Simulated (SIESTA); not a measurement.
The system is Fe.

```
CELL_PARAMETERS angstrom
0.00000 1.94174 1.96511
1.49844 0.00000 1.96511
1.49844 1.94174 0.00000
ATOMIC_POSITIONS crystal
Fe 0.00000 0.00000 0.00000
```

Base run:

| Property | Result |
| --- | --- |
| Program | SIESTA 5.4.2 |
| Functional | PBEsol |
| Potentials or basis | PseudoDojo 0.4 standard (PBEsol files) |
| Basis | DZP (energy shift 0.003 Ry; two zetas on semicore shells) |
| Grid cutoff | 800 Ry |
| Energy shift | 0.003 Ry |
| k mesh | 13 × 13 × 13 |
| Occupations | fermi-dirac, width 0.05 eV |
| Spin | collinear spin, fm_larger start |
| Starting moments | [4.5] μB |

Its results: band gap on the k mesh none (metal or under the smearing width); pressure -9.5 GPa; net moment 2.25 μB per cell.

The run is repeated on the same cell with these changes: spin from collinear spin, fm_larger start to collinear spin, zero start; moments at the start from [4.5] to [0.0]. What comes out?

Band gap on the k mesh none (metal or under the smearing width); pressure -29.7 GPa; net moment 0.00 μB per cell.

Caveats: short orbitals over semicore shells can move pressures by several GPa; the basis of atomic orbitals isn't converged, which shifts pressures, moduli and gaps; a pressure of tens of GPa on the cell as given is suspect, and the run, the potentials or the cell itself is likely at fault (some runs).
